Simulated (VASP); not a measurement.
Input of a VASP 6.6.1 run:

File POSCAR:

```
BN
1.0
    1.2511217832      0.7223354983      3.3729344033
   -1.2511217832      0.7223354983      3.3729344033
    0.0000000000     -1.4446709966      3.3729344033
N B
1 1
Direct
    0.6672382000      0.6672382000      0.6672382000
    0.0003288000      0.0003288000      0.0003288000
```

Contents of INCAR.step1:

```
SYSTEM = BN
  PREC = Accurate
  ENCUT = 520
  EDIFF = 1E-5
  ISMEAR = 0
  SIGMA = 0.02
  LREAL = .False.
  LASPH = .True.
  NELM = 80
  ALGO = Normal
  ISIF = 2
  LWAVE = .True.
  LCHARG = .False.
  GGA = PE
  KPAR = 4
```

The input INCAR.step2:

```
SYSTEM = BN
  PREC = Accurate
  ENCUT = 520
  EDIFF = 1E-6
  ISMEAR = 0
  SIGMA = 0.02
  LREAL = .False.
  LASPH = .True.
  NELM = 80
  ALGO = Normal
  ISIF = 2
  LWAVE = .False.
  LCHARG = .False.
  GGA = PE
  LHFCALC = .True.
  AEXX = 0.25
  PRECFOCK = Fast
  ISTART = 1
  HFRCUT = -1
  KPAR = 4
```

Contents of KPOINTS:

```
Automatic mesh
0
Gamma
  8 8 8
  0 0 0
```

Contents of KPOINTS_OPT:

```
path GLB1,BZGX,QFP1Z,LP
10
line-mode
reciprocal
 0.0000000000  0.0000000000  0.0000000000  G
 0.5000000000  0.0000000000  0.0000000000  L

 0.5000000000  0.0000000000  0.0000000000  L
 0.5000000000  0.1972419765 -0.1972419765  B1

 0.8027580235  0.5000000000  0.1972419765  B
 0.5000000000  0.5000000000  0.5000000000  Z

 0.5000000000  0.5000000000  0.5000000000  Z
 0.0000000000  0.0000000000  0.0000000000  G

 0.0000000000  0.0000000000  0.0000000000  G
 0.3486209883  0.0000000000 -0.3486209883  X

 0.6513790117  0.3486209883  0.0000000000  Q
 0.5000000000  0.5000000000  0.0000000000  F

 0.5000000000  0.5000000000  0.0000000000  F
 0.6513790117  0.6513790117  0.1972419765  P1

 0.6513790117  0.6513790117  0.1972419765  P1
 0.5000000000  0.5000000000  0.5000000000  Z

 0.5000000000  0.0000000000  0.0000000000  L
 0.8027580235  0.3486209883  0.3486209883  P
```

Potentials or basis: VASP PAW PBE potentials, release 64 (N, B).

Launch:

```bash
$ cat potpaw_PBE.64/N/POTCAR potpaw_PBE.64/B/POTCAR > POTCAR
$ cp INCAR.step1 INCAR
$ mpirun -np 4 vasp_std > vasp.out
$ cp INCAR.step2 INCAR
$ mpirun -np 4 vasp_std > vasp.out
```

Task: Predict the band gap on the k mesh.

Result: 6.31 eV, indirect (least direct gap 7.09 eV).

Task: Estimate the pressure.

Result: -1.2 GPa.

Task: Predict the band gap along the path.

Result: 6.24 eV, indirect (least direct gap 6.86 eV).

Task: Predict the largest force.

Result: 0.007 eV/Å.

Forces on the atoms (eV/Å):
```
N    0.000  0.000 -0.007
B    0.000  0.000  0.007
```

Caveat: the PAW data sets were made with another functional, which shifts forces and pressure a little.
